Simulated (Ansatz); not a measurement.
**BaTiO3 (Amm2): scan of the Hubbard U in Python**

What does the Hubbard U change in BaTiO3 (Amm2)? A script is to give a scan of the Hubbard U; the system is BaTiO3 (Amm2).

Program: the Python package of Ansatz 0.2.0. Level of theory: DFT r2SCAN+U, plane waves, PAW. These are calculated values, not measurements.

### 1 Starting point

The structure is orthorhombic, space group Amm2 (No. 38). The conventional cell has a = 3.986 Å, b = 5.674 Å, c = 5.690 Å, α = 90.00°, β = 90.00°, γ = 90.00°. Ba (site symmetry mm2) has 12 O at 2.77 to 2.92 Å as nearest neighbours. Ti (site symmetry mm2) has 6 O at 1.93 to 2.09 Å as nearest neighbours. Around O (site symmetry mm2) lie 2 Ti at 2.00 Å and 4 Ba at 2.77 to 2.92 Å. O (site symmetry m) has 2 Ti at 1.93 to 2.09 Å as nearest neighbours.

The script holds or builds the structure itself.

### 2 The script

File plus_u.py:

```python
import logging
import sys

import ansatz as az
import numpy as np

logging.basicConfig(stream=sys.stdout, format="%(levelname)s:%(name)s:%(message)s")
logger = logging.getLogger("ansatz_job")
logger.setLevel(logging.INFO)


def count_gap(report):
    # lowest empty less highest filled band, counting bands; zero where they overlap
    return max(report.get("gap_by_band_count_ev") or 0.0, 0.0)


def main() -> None:
    cell = (
        az.Lattice.of((3.9855, 0.0, 0.0), (0.0, 2.8369, 2.84515), (0.0, -2.8369, 2.84515))
        .atom("Ba", (0.0, 0.0, 0.0))
        .atom("Ti", (0.5, 0.5124, 0.5124))
        .atom("O", (0.0, 0.4874, 0.4874))
        .atom("O", (0.5, 0.50524, 0.99184))
        .atom("O", (0.5, 0.99184, 0.50524))
    )

    setup = (
        cell.calculation()
        .functional("r2scan")
        .kpoints(4)
        .occupations("fermi_dirac", width=0.05)
        .band_table()
    )
    rows = []
    for u in [2.0, 4.0, 6.0, 8.0]:
        report = setup.hubbard("Ti", "d", u_eff=u).run(threads=1, pin="off").report
        shell = report["hubbard"]["n_scf"]
        rows.append((u, count_gap(report), sum(shell) / len(shell), report["n_iterations"]))
    lines = [",".join(["U_eff eV", "gap by band count eV", "Ti d occupation (projector)", "iterations"])] + [",".join(f"{v:.4f}" if isinstance(v, float) else str(v) for v in row) for row in rows]
    print("\n".join(lines))
    with open("plus_u.csv", "w") as handle:
        handle.write("\n".join(lines) + "\n")
    logger.info("eigenvalues of the first occupation matrix at the last U, by spin:")
    for channel in report["hubbard"]["n_eig"][0]:
        print("  ", " ".join(f"{n:.3f}" for n in channel))


if __name__ == "__main__":
    main()
```

### 3 The run

Command:

```
> python plus_u.py
```

Standard output:

```text
DeckWarning: basis.ecutwfc = 500 eV, auto-derived from the records' recommended cutoffs: set by Ba (their level for a meta-GGA)
U_eff eV,gap by band count eV,Ti d occupation (projector),iterations
2.0000,2.4820,2.1951,9
4.0000,2.7495,2.1053,9
6.0000,3.0655,2.0113,9
8.0000,3.4396,1.9142,9
INFO:ansatz_job:eigenvalues of the first occupation matrix at the last U, by spin:
   0.131 0.131 0.132 0.281 0.281
```

(Warnings from the package without file and line.)

It took 24 s on 1 thread of Intel Xeon Platinum 8488C (Sapphire Rapids), shared host; peak memory 0.53 GiB.

### 4 The runs side by side

From the records of these 4 runs:

```
run  U (eV)  energy (eV/atom)  gap on the mesh (eV)  SCF cycles  CPU time (s)
  1     2.0        -2036.4144                  2.48           9           6.3
  2     4.0        -2036.0827                  2.75           9           5.5
  3     6.0        -2035.7633                  3.07           9           5.4
  4     8.0        -2035.4574                  3.44           9           5.3
```

Totals hang on method, basis and potentials, so only like runs compare.

### 5 Outcome

| quantity | value |
| --- | --- |
| runs compared | 4 |
| gap on the mesh | 2.48 (U = 2.0) to 3.44 eV (U = 8.0) |

What this shows: From U = 2 to 8 eV the gap on the mesh goes from 2.48 eV to 3.44 eV. What to keep in mind:
- The run is spin-unpolarised.
- In a crystal with a gap the Fermi level's place inside it depends on smearing and mesh.
- Gaps and levels are Kohn-Sham values on a finite set of k-points, without spin-orbit coupling.
- Shell occupations and the effect of U depend on the projectors; a run with no .spin step is spin-unpolarised, and each U may end in a state that isn't the lowest.
